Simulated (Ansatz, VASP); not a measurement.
# Cross-check of WS2 (2H-WS2, 1 layer) between VASP and Ansatz

One calculation is typed for both programs; each brings its own data sets. How far apart do they land? The structure shown is the start of the Ansatz relaxation below; VASP solves that cell, so the two are compared at the walk's first step.

Main program and level: Ansatz 0.2.0; plane waves, with VASP 6.6.1 beside it; single point at PBE and single point at PBE with D3(BJ).

## (1) Set-up

The cell holds 3 atoms: 2 S and 1 W. Its edges and angles: a = 3.180 Å, b = 3.180 Å, c = 20.476 Å, α = 90.0°, β = 90.0°, γ = 120.0°. Vacuum lies along c.

## (2) Ansatz: relaxation, PBE

Ansatz runs on its default PAW (the set named soft_2) files.

The two programs are compared at the cell with which this relaxation starts, whose forces are those of its first step.

Contents of input.yaml:

```yaml
crystal:
  lattice:
    - [3.18, 0.0, 0.0]
    - [-1.59, 2.753960784, 0.0]
    - [0.0, 0.0, 20.4756202324]
  atoms:
    - { symbol: S, position: [0.3333333333, 0.6666666667, 0.41512784] }
    - { symbol: W, position: [0.0, 0.0, 0.5] }
    - { symbol: S, position: [0.3333333333, 0.6666666667, 0.58487216] }
kpoints:
  mp_grid: { grid: [12, 12, 1] }
hamiltonian:
  xc: pbe
scf:
  occupations: { method: fermi_dirac, width: 0.05 }
  convergence: { dr2_threshold: 1.0e-08 }
efield:
  axis: 3
  dipole_correction: true
  ramp_position: 0.97
  ramp_width: 0.04
relax:
  f_tol: 0.01
  cell: { fix: [c, alpha, beta] }
output:
  write_potential: true
  write_density: true
  volumetric_format: npy
```

Command:

```sh
$ ansatz run input.yaml --threads 4 --pin off --max-ram 8192MiB --backend cpu --events-out ev --progress --plain --runs-dir out
```

Numbers of over 12 decimals in the logs are rounded to 6 here.

Log:

```text
Warning: relax.cell: scf.convergence.dr2_threshold = 1e-8 eV is looser than the 3e-10 eV advised for a relaxation that steers and ends on the stress (1e-10 eV for each atom of the cell: 3). What an SCF threshold leaves in a stress goes as its square root, and in the free energy as the threshold itself, and one threshold admits the most on a small cell: [figures from the program's tests cut] Set scf.convergence.dr2_threshold to 3e-10 eV or tighter. The threshold is an SCF's pass mark: one that does not reach it within its budget of iterations ends unconverged, or closes short of it on a stop that the run arms, and scf.convergence.dr2_threshold's page says what that costs each kind of run
Engine: ansatz 0.2.0, aarch64-unknown-linux-gnu
Pseudopotentials: kind: paw
Pseudopotential: S, paw, valence charge 6, recommended cutoff 420 eV (normal), S.paw.azcp
Pseudopotential: W, paw, valence charge 14, recommended cutoff 420 eV (normal), W.paw.azcp
Functional definition: PBE
  parameter kappa = 0.804
  parameter beta = 0.066725
  exchange = pbe_x(kappa = kappa, mu = beta*pi^2/3)
  correlation = pbe_c(beta = beta)
Crystal: 3 atoms, lattice volume = 179.317 Å³
Basis set: ecut = 420 eV, 3501 PW (Γ), exchange–correlation on 48×48×288 points (8 copies of the dense FFT grid, shifted against one another)
Bands: 17, of which v1, the nominal top of the filled ones, is band 13 counted from 1 (12 counted from 0)
Symmetry: 6 space group operations
k-points: 19 of 144 (time reversal used)
Non-local potential: S, projectors of the file, l = 0: 2, l = 1: 2, l = 2: 2
Non-local potential: W, projectors of the file, l = 0: 3, l = 1: 2, l = 2: 2, l = 3: 1
PAW form: soft (Blöchl's): semilocal exchange-correlation on the pseudo side does not see the compensation charge
PAW one-centre angular grid: S, 110 points (default); XC on 64 Gauss nodes
PAW one-centre angular grid: W, 590 points (default); XC on 64 Gauss nodes
Initial density: superposition of atomic densities (neutral atoms: chi_scale 0, normalization atom), corrected by the library's trained network
Initial wavefunctions: pseudopotential atomic-orbital guess
Functional: x = pbe(κ = 0.804, μ = 0.219515), c = pbe(β = 0.066725)
SCF iter   1: F=—  HF=-12190.972193 eV  |F-HF|=—  |Δ(HF+E_count)|=         —  Δρ=2.86e-3  dr2=5.25e-3  ethr=1.77e-3  p=0.000 e·Å  D=1.33e-4 V/Å  ΔV_dip=-0.00 eV  dr2_dipole=6.16e-8  V_vac-E_F(+/−)=4.97/4.97 eV  ⟨swp⟩=9.5  Hψ=2173  notcnv=0
efield: sawtooth ramp at fractional position 0.9700 (set: `efield.ramp_position`, or a place that a band, a saddle search or an elastic batch's reference lends), width 0.0400; the density the first Hamiltonian is built on has a dipole p = 0.000 e·Å; the dipole correction subtracts the counter field D = 1.33e-4 V/Å, which shifts the + side's vacuum level by -0.00 eV against the − side's; the planar-averaged density in the ramp window peaks in size at 2.3e-5 e/Å³
preconditioner: auto → none  [insulator: Δε(μ)=1.417 eV  Ē_g=7.998 eV  σ=0.050 eV  W_gap=1.00  n_scr=12 (ndim 8)  ℏωp=11.8 eV  f_vac=0.653  D(μ)=0.00/eV (n_scr^D=0)  ε∞_Penn≈3.2]
SCF iter   2: F=—  HF=-12190.978772 eV  |F-HF|=—  |Δ(HF+E_count)|=   6.58e-3  Δρ=1.50e-3  dr2=2.20e-3  ethr=2.02e-5  p=-0.000 e·Å  D=-4.29e-5 V/Å  ΔV_dip=0.00 eV  dr2_dipole=5.18e-7  V_vac-E_F(+/−)=4.94/4.94 eV  ⟨swp⟩=2.2  Hψ=717  notcnv=0
SCF iter   3: F=—  HF=-12190.982905 eV  |F-HF|=—  |Δ(HF+E_count)|=   4.13e-3  Δρ=1.50e-3  dr2=1.58e-2  ethr=8.45e-6  p=0.001 e·Å  D=6.17e-4 V/Å  ΔV_dip=-0.01 eV  dr2_dipole=2.92e-5  V_vac-E_F(+/−)=4.81/4.82 eV  ⟨swp⟩=2.7  Hψ=676  notcnv=0  recentre
SCF iter   4: F=—  HF=-12190.981248 eV  |F-HF|=—  |Δ(HF+E_count)|=   1.66e-3  Δρ=1.83e-4  dr2=1.15e-4  ethr=8.45e-6  p=-0.001 e·Å  D=-5.69e-4 V/Å  ΔV_dip=0.01 eV  dr2_dipole=2.61e-5  V_vac-E_F(+/−)=4.88/4.87 eV  ⟨swp⟩=2.0  Hψ=455  notcnv=0
SCF iter   5: F=—  HF=-12190.981388 eV  |F-HF|=—  |Δ(HF+E_count)|=   1.40e-4  Δρ=2.67e-4  dr2=1.29e-3  ethr=4.44e-7  p=0.002 e·Å  D=2.13e-3 V/Å  ΔV_dip=-0.04 eV  dr2_dipole=3.65e-4  V_vac-E_F(+/−)=4.85/4.90 eV  ⟨swp⟩=3.4  Hψ=606  notcnv=0
SCF iter   6: F=—  HF=-12190.981273 eV  |F-HF|=—  |Δ(HF+E_count)|=   1.15e-4  Δρ=2.80e-5  dr2=4.44e-6  ethr=4.44e-7  p=-0.000 e·Å  D=-6.66e-5 V/Å  ΔV_dip=0.00 eV  dr2_dipole=3.74e-7  V_vac-E_F(+/−)=4.88/4.88 eV  ⟨swp⟩=2.2  Hψ=434  notcnv=0
SCF iter   7: F=—  HF=-12190.981263 eV  |F-HF|=—  |Δ(HF+E_count)|=   9.44e-6  Δρ=9.36e-6  dr2=2.95e-7  ethr=1.71e-8  p=0.000 e·Å  D=4.58e-6 V/Å  ΔV_dip=-0.00 eV  dr2_dipole=4.29e-11  V_vac-E_F(+/−)=4.88/4.88 eV  ⟨swp⟩=2.1  Hψ=470  notcnv=0
[...]
SCF iter   6: F=—  HF=-12191.436924 eV  |F-HF|=—  |Δ(HF+E_count)|=   8.80e-7  Δρ=5.14e-6  dr2=1.07e-7  ethr=2.04e-9  p=0.000 e·Å  D=2.06e-5 V/Å  ΔV_dip=-0.00 eV  dr2_dipole=2.16e-8  V_vac-E_F(+/−)=4.80/4.80 eV  ⟨swp⟩=3.0  Hψ=518  notcnv=0
SCF iter   7: F=-12191.436924 eV  HF=-12191.436924 eV  |F-HF|=1.80e-9  |Δ(HF+E_count)|=   7.93e-9  Δρ=9.66e-7  dr2=2.57e-9  ethr=3.85e-11  p=0.000 e·Å  D=1.00e-6 V/Å  ΔV_dip=-0.00 eV  dr2_dipole=1.21e-11  V_vac-E_F(+/−)=4.80/4.80 eV  ⟨swp⟩=9.5  Hψ=2531  notcnv=0
SCF 4 converged in 7 iterations: F = -12191.436924 eV  dr2 = 2.57e-9
relax step   4: F+E_penalty+E_count = -12191.43692422 eV  Δ(F+E_penalty+E_count) = -1.234e-3 eV  max|allowed force component| = 7.398e-3 eV/Å  Δτ_max = 0.0057 Å  P = -0.007 GPa  Ω = 180.118 Å³  energy of the carried Pulay correction = -3.623e-5 eV  fix = [c, alpha, beta]  reactions: c -0.022 GPa  (7 SCF iters, accepted)
Initial wavefunctions: pseudopotential atomic-orbital guess (no wavefunctions were taken with the density)
iter 1 solved again at ethr=4.49e-7 eV; its pass at ethr=3.10e-3 eV (dr2=1.17e-4 eV) is discarded
SCF iter   1: F=—  HF=-12191.436757 eV  |F-HF|=—  |Δ(HF+E_count)|=         —  Δρ=1.90e-5  dr2=1.91e-8  ethr=4.49e-7  p=0.000 e·Å  D=1.00e-6 V/Å  ΔV_dip=-0.00 eV  dr2_dipole=2.92e-11  V_vac-E_F(+/−)=4.80/4.80 eV  ⟨swp⟩=4.1  Hψ=3405  notcnv=0
efield: sawtooth ramp at fractional position 0.9700 (set: `efield.ramp_position`, or a place that a band, a saddle search or an elastic batch's reference lends), width 0.0400; the density the first Hamiltonian is built on has a dipole p = 0.000 e·Å; the dipole correction subtracts the counter field D = 1.00e-6 V/Å, which shifts the + side's vacuum level by -0.00 eV against the − side's; the planar-averaged density in the ramp window peaks in size at 1.7e-6 e/Å³
eigensolver tolerance schedule: the retry pair's looser diagonalisation over-reported the residual by 6099.05 of it (diagonalisation noise at 7.62 of the residual, at the tolerance the schedule requests for it); recorded, not acted on — ethr = c·dr2/N_el stays at c = 1.0e-1
preconditioner: auto → none  [insulator: Δε(μ)=1.812 eV  Ē_g=8.677 eV  σ=0.050 eV  W_gap=1.00  n_scr=12 (ndim 8)  ℏωp=11.7 eV  f_vac=0.670  D(μ)=0.00/eV (n_scr^D=0)  ε∞_Penn≈2.8]
SCF iter   2: F=—  HF=-12191.436909 eV  |F-HF|=—  |Δ(HF+E_count)|=   1.52e-4  Δρ=9.50e-6  dr2=7.37e-9  ethr=3.85e-11  p=-0.000 e·Å  D=-2.83e-6 V/Å  ΔV_dip=0.00 eV  dr2_dipole=6.43e-10  V_vac-E_F(+/−)=4.80/4.80 eV  ⟨swp⟩=11.1  Hψ=3229  notcnv=0
SCF iter   3: F=—  HF=-12191.436952 eV  |F-HF|=—  |Δ(HF+E_count)|=   4.33e-5  Δρ=4.01e-6  dr2=7.98e-8  ethr=2.83e-11  p=0.000 e·Å  D=1.98e-5 V/Å  ΔV_dip=-0.00 eV  dr2_dipole=1.98e-8  V_vac-E_F(+/−)=4.80/4.80 eV  ⟨swp⟩=3.7  Hψ=632  notcnv=0  recentre
SCF iter   4: F=-12191.436965 eV  HF=-12191.436962 eV  |F-HF|=3.61e-6  |Δ(HF+E_count)|=   9.96e-6  Δρ=1.42e-6  dr2=3.47e-9  ethr=2.83e-11  p=-0.000 e·Å  D=-2.89e-6 V/Å  ΔV_dip=0.00 eV  dr2_dipole=6.81e-10  V_vac-E_F(+/−)=4.80/4.80 eV  ⟨swp⟩=8.3  Hψ=2393  notcnv=0
SCF 5 converged in 4 iterations: F = -12191.436965 eV  dr2 = 3.47e-9
relax step   5: F+E_penalty+E_count = -12191.43696550 eV  Δ(F+E_penalty+E_count) = -4.128e-5 eV  max|allowed force component| = 7.421e-3 eV/Å  Δτ_max = 0.0000 Å  P = -0.006 GPa  Ω = 180.118 Å³  fix = [c, alpha, beta]  reactions: c -0.021 GPa  stress off target by 7.96e-4 GPa on what of the cell is left free  SCF on the basis re-selected at this cell (its energy is not comparable with the rows above)  (4 SCF iters)
basis re-selected at this cell: Δ(F+E_penalty+E_count) = -4.128e-5 eV, ΔP = +0.001 GPa vs the last step (what re-selecting the basis moved, of the pressure what is left beyond the Pulay correction that the steps carried, after the strain that the cell walked since its last selection, with what the two solves' SCF thresholds leave and, on support functions, any second-order correction that the steps lacked; it is no m [...]
WARN: The input density's exchange-correlation potential varies sharply where the density is thin. Do not read a vacuum level from v_tot or v_xc, or from such a field of the output density. On a cell that repeats whose density bears no net charge and no dipole along the vacuum's axis use v_es (v_loc + v_h of the components); under efield.dipole_correction with no amplitude use v_es + v_field, which holds any external [...]
SCF converged after 4 iterations
Free energy (F): -12191.436965 eV
Harris-Foulkes:  -12191.436962 eV  (|F-HF|=3.61e-6)
Internal energy: -12191.436965 eV  (E = F + TS)
E sigma→0 (E₀):  -12191.436965 eV
Fermi energy:    0.169120 eV
Dipole field:    D = 0.000034 V/Å  (p = 0.000034 e·Å, saw-weighted, corrected)
Work function:   Φ+ = 4.8003 eV   Φ− = 4.8010 eV
Levels:          The Fermi level and band energies are counted from a zero that moves with the ramp; work functions are not
--- Per-component energies (eV) ---
  E_band       = -493.133199
  E_kinetic    = 664.982414
  E_local      = -16235.296543  (includes V_loc(G=0)·N_el)
  E_nonlocal   = 57.242364
  E_hartree    = 7784.627037
  E_xc         = -461.624238
  E_vxc        = -414.299477  (∫ρ·V_xc dr)
  E_paw        = -9763.055762  (= ΣΔE_a)
  E_vpaw       = -135.019688  (= ΣTr[D̂ρ^β])
  E_aug_tail   = -0.000059  (compensation charges beyond the density's cutoff)
  E_efield     = 0.000000  (sawtooth field / dipole correction)
  E_vefield    = -0.000182  (∫n·V_field dr)
  E_ewald      = 5761.687821
  E_smearing   = -0.000000  (= −TS)
  E_closure    = 0.000000  (closes the sum)
  Σ components = -12191.436965   (vs F -12191.436965, Δ=0.00e0)
--- Forces (eV/Å), atoms counted from 1 ---
  atom   1  S      0.00000000     0.00000000     0.00741599
  atom   2  W      0.00000000    -0.00000000    -0.00001228
  atom   3  S      0.00000000     0.00000000    -0.00741860
  max |Σ_I F_I| component: 1.49e-5 eV/Å
--- Stress (GPa, compression-positive) ---
        0.000796       0.000000      -0.000000
        0.000000       0.000796       0.000000
       -0.000000       0.000000      -0.020793
  P = ⅓ Tr σ = -0.0064 GPa (-0.064 kbar)
--- Band table (eV; the first three rows and the last of 19) ---
  k-point 0: bands = [... 9 lower, -2.8477, -2.3612, -2.3612, -0.7890, 2.1255, 2.1255, 2.2730, 2.2730]
  k-point 1: bands = [... 9 lower, -3.2484, -2.5394, -2.1593, -0.8472, 1.9975, 2.0264, 2.1722, 2.3369]
  k-point 2: bands = [... 9 lower, -3.1680, -2.9553, -2.1468, -1.1097, 1.6062, 1.9538, 2.0408, 2.8228]
  k-point 18: bands = [... 9 lower, -4.6205, -3.9742, -3.1109, -0.7486, 1.0632, 2.5879, 3.2614, 4.7406]
--- Relaxed structure (4 steps of the walk, 4 accepted, 1 SCFs on fresh bases) ---
  F+E_penalty+E_count = -12191.43696550 eV   max|allowed force component| = 7.421e-3 eV/Å   (the final SCF, on the basis selected at the relaxed cell)
  cell:  # Å, volume = 180.1182 Å³
    - [3.187095, 2.6255428498783485e-19, 0]
    - [-1.593547, 2.760105, 0]
    - [0, 0, 20.4756202324]
  atoms:
    - { symbol: S, position: [0.333333, 0.666667, 0.423242] }
    - { symbol: W, position: [0, -2.878355989888598e-17, 0.500000] }
    - { symbol: S, position: [0.333333, 0.666667, 0.576758] }
```

## (3) VASP: single point, PBE, start cell

The same cell, functional, mesh and smearing now go to VASP, with its own data sets.

Lines of VASP's logs that name or quote its potential files are left out, and so is its time.

Contents of INCAR:

```
SYSTEM = WS2
PREC = Accurate
ENCUT = 520
EDIFF = 1E-06
NELM = 120
ISMEAR = -1
SIGMA = 0.05
LREAL = .FALSE.
ALGO = Normal
GGA = PE
NBANDS = 15
LASPH = .TRUE.
LORBIT = 11
LWAVE = .FALSE.
LCHARG = .FALSE.
ISIF = 2
LDIPOL = .TRUE.
IDIPOL = 3
DIPOL = 0.5 0.5 0.5
LVHAR = .TRUE.
GGA_COMPAT = .FALSE.
EFERMI = MIDGAP
NELMDL = -8
KPAR = 2
```

Contents of POSCAR:

```
WS2
1.0
    3.1800000000      0.0000000000      0.0000000000
   -1.5900000000      2.7539610000      0.0000000000
    0.0000000000      0.0000000000     20.4756200000
S W
2 1
Direct
    0.3333333333      0.6666666667      0.4151278447
    0.3333333333      0.6666666667      0.5848721553
    0.0000000000      0.0000000000      0.5000000000
```

Contents of KPOINTS:

```
Automatic mesh
0
Gamma
12 12 1
0 0 0
```

PAW data sets: S and W (PBE family, release 64).

Command:

```sh
$ mpirun -np 2 vasp_std
```

Log:

```text
[banner, memory and clock lines left out]
running    2 mpi-ranks, on    1 nodes
 distrk:  each k-point on    1 cores,    2 groups
 distr:  one band on    1 cores,    1 groups

 POSCAR found type information on POSCAR S W
 POSCAR found :  2 types and       3 ions
 LDA part: xc-table for (Slater+PW92), standard interpolation
 POSCAR, INCAR and KPOINTS ok, starting setup
 FFT: planning ... GRIDC
 FFT: planning ... GRID_SOFT
 FFT: planning ... GRID
 WAVECAR not read
 entering main loop
       N       E                     dE             d eps       ncg     rms          rms(c)
DAV:   1     0.120339267440E+03    0.12034E+03   -0.62607E+03   570   0.896E+02
DAV:   2    -0.109141859501E+02   -0.13125E+03   -0.12170E+03   928   0.175E+02
DAV:   3    -0.246527796533E+02   -0.13739E+02   -0.13599E+02   787   0.661E+01
DAV:   4    -0.249420504045E+02   -0.28927E+00   -0.28689E+00   754   0.114E+01
DAV:   5    -0.249495441746E+02   -0.74938E-02   -0.74920E-02   809   0.178E+00
DAV:   6    -0.249498824364E+02   -0.33826E-03   -0.33825E-03   812   0.377E-01
DAV:   7    -0.249498958773E+02   -0.13441E-04   -0.13441E-04   817   0.715E-02
DAV:   8    -0.249498965352E+02   -0.65786E-06   -0.65779E-06   764   0.157E-02    0.222E+01
DAV:   9    -0.236620255971E+02    0.12879E+01   -0.44736E+00   853   0.159E+01    0.950E+00
DAV:  10    -0.235070860212E+02    0.15494E+00   -0.27660E+00   789   0.131E+01    0.621E+00
DAV:  11    -0.232432055296E+02    0.26388E+00   -0.40372E-01   726   0.556E+00    0.900E-01
DAV:  12    -0.232460179309E+02   -0.28124E-02   -0.64956E-02   787   0.170E+00    0.429E-01
DAV:  13    -0.232432381610E+02    0.27798E-02   -0.45676E-03   801   0.534E-01    0.142E-01
DAV:  14    -0.232426784788E+02    0.55968E-03   -0.11637E-03   815   0.216E-01    0.448E-02
[...]
DAV:  20    -0.232428148248E+02   -0.23703E-04   -0.10623E-06   613   0.552E-03    0.602E-03
DAV:  21    -0.232428244036E+02   -0.95788E-05   -0.90846E-07   592   0.348E-03    0.190E-03
DAV:  22    -0.232428285061E+02   -0.41024E-05   -0.32532E-07   636   0.283E-03    0.176E-03
DAV:  23    -0.232428344152E+02   -0.59091E-05   -0.22042E-07   544   0.251E-03    0.160E-03
DAV:  24    -0.232428357661E+02   -0.13510E-05   -0.32919E-08   614   0.959E-04    0.117E-03
DAV:  25    -0.232428389048E+02   -0.31386E-05   -0.10695E-07   530   0.112E-03    0.897E-04
DAV:  26    -0.232428399469E+02   -0.10421E-05   -0.40750E-08   530   0.729E-04    0.347E-04
DAV:  27    -0.232428400651E+02   -0.11818E-06   -0.57462E-09   558   0.441E-04
   1 F= -.23242840E+02 E0= -.23242840E+02  d E =-.702849E-07
```

Parts of OUTCAR (step 3):

```text
ion  position               nearest neighbor table
   1  0.333  0.667  0.415-   3 2.53   3 2.53   3 2.53
   2  0.333  0.667  0.585-   3 2.53   3 2.53   3 2.53
   3  0.000  0.000  0.500-   1 2.53   2 2.53   1 2.53   2 2.53   1 2.53   2 2.53

  LATTYP: Found a hexagonal cell.
 ALAT       =     3.1800000000
 C/A-ratio  =     6.4388742138

 Subroutine GETGRP returns: Found 12 space group operations
 (whereof 12 operations were pure point group operations)

The static configuration has the point symmetry D_3h.

 Found     19 irreducible k-points:

   k-points           NKPTS =     19   k-points in BZ     NKDIM =     19   number of bands    NBANDS=     15

   dimension x,y,z NGX =    24 NGY =   24 NGZ =  160
   dimension x,y,z NGXF=    48 NGYF=   48 NGZF=  320

   ENCUT  =  520.0 eV  38.22 Ry    6.18 a.u.   5.91  5.91 38.07*2*pi/ulx,y,z

   NELECT =      18.0000    total number of electrons

 k-points in reciprocal lattice and weights: Automatic mesh
   0.00000000  0.00000000  0.00000000       0.007
   0.08333333  0.00000000  0.00000000       0.042
   0.16666667  0.00000000  0.00000000       0.042
   0.25000000  0.00000000  0.00000000       0.042
   0.33333333  0.00000000  0.00000000       0.042
   0.41666667  0.00000000  0.00000000       0.042
   0.50000000  0.00000000  0.00000000       0.021
   0.08333333  0.08333333  0.00000000       0.042
   0.16666667  0.08333333  0.00000000       0.083
[...]
0.33333333  0.25000000  0.00000000       0.083
   0.33333333  0.33333333  0.00000000       0.014

 dipolmoment           0.000000      0.000000     -0.000000 electrons x Angstroem

 average (electrostatic) potential at core
       1 -93.6373       2 -93.6373       3 -48.2360

 E-fermi :  -1.4903

 k-point     1 :       0.0000    0.0000    0.0000
  band No.  band energies     occupation
    ...
      5      -4.1740      2.00000
      6      -4.1740      2.00000
      7      -3.1118      2.00000
      8      -3.1118      2.00000
      9      -2.8587      2.00000
     10       0.3424      0.00000
     11       0.3424      0.00000
     12       0.5688      0.00000
     13       0.5688      0.00000
     14       2.5425      0.00000
    ...

 k-point     2 :       0.0833    0.0000    0.0000
  band No.  band energies     occupation
    ...
      5      -4.4883      2.00000
      6      -4.0689      2.00000
      7      -3.2892      2.00000
      8      -3.2236      2.00000
      9      -2.8583      2.00000
     10       0.0307      0.00000
     11       0.2626      0.00000
     12       0.4458      0.00000
     13       0.7283      0.00000
     14       2.8128      0.00000
    ...

 k-point     3 :       0.1667    0.0000    0.0000
  band No.  band energies     occupation
    ...
      5      -5.1813      2.00000
      6      -3.7873      2.00000
      7      -3.7006      2.00000
      8      -3.6036      2.00000
      9      -2.9426      2.00000
     10      -0.4408      0.00000
     11       0.1028      0.00000
     12       0.3934      0.00000
     13       1.0713      0.00000
     14       3.2907      0.00000
    ...

  Total       -2.8326288     -2.8326292     -9.2801233      0.0000000     -0.0000000     -0.0000000
  in kB      -25.3091920    -25.3091960    -82.9167671      0.0000000     -0.0000000     -0.0000000
  external PRESSURE =     -44.5117184 kB  Pullay stress =       0.0000000 kB

  energy-cutoff  :      520.00
  volume of cell :      179.32
      direct lattice vectors                 reciprocal lattice vectors
     3.180000000  0.000000000  0.000000000     0.314465409  0.181556674  0.000000000
    -1.590000000  2.753961000  0.000000000     0.000000000  0.363113348  0.000000000
     0.000000000  0.000000000 20.475620000     0.000000000  0.000000000  0.048838570

 POSITION                                       TOTAL-FORCE (eV/Angst)
 -----------------------------------------------------------------------------------
     -0.00000      1.83597      8.50000         0.000000     -0.000000      2.663239
     -0.00000      1.83597     11.97562         0.000000      0.000000     -2.663239
      0.00000      0.00000     10.23781        -0.000000     -0.000000      0.000000
 -----------------------------------------------------------------------------------
    total drift:                                0.000000     -0.000001     -0.000000

  FREE ENERGIE OF THE ION-ELECTRON SYSTEM (eV)
  ---------------------------------------------------
  free  energy   TOTEN  =       -23.2428400651 eV

  energy  without entropy=      -23.2428399948  energy(sigma->0) =      -23.24284003

 vacuum level on the upper side and lower side of the slab         3.373         3.373

 total charge
# of ion       s       p       d       tot
------------------------------------------
    1        1.365   2.285   0.000   3.650
    2        1.365   2.285   0.000   3.650
    3        0.509   0.591   3.983   5.083
--------------------------------------------------
tot          3.239   5.161   3.983  12.383

[... 3 further parts left out ...]
```

This run has no spin polarisation, so a moment on W, if there is one, isn't seen.

(Continued in part 2 of 2.)

[Lines on the potential files, build, host, timing and source positions are cut from VASP's logs without a mark.]

[Logs are printed without paths, hosts, clocks, repeated set-up lines and the standing remarks that a program may print on its own settings, such as how far it seeks lower states.]

[Hosts, paths, dates, database ids (printed as entryN), source tags and the programs' standing remarks are cut or masked in the printed files.]
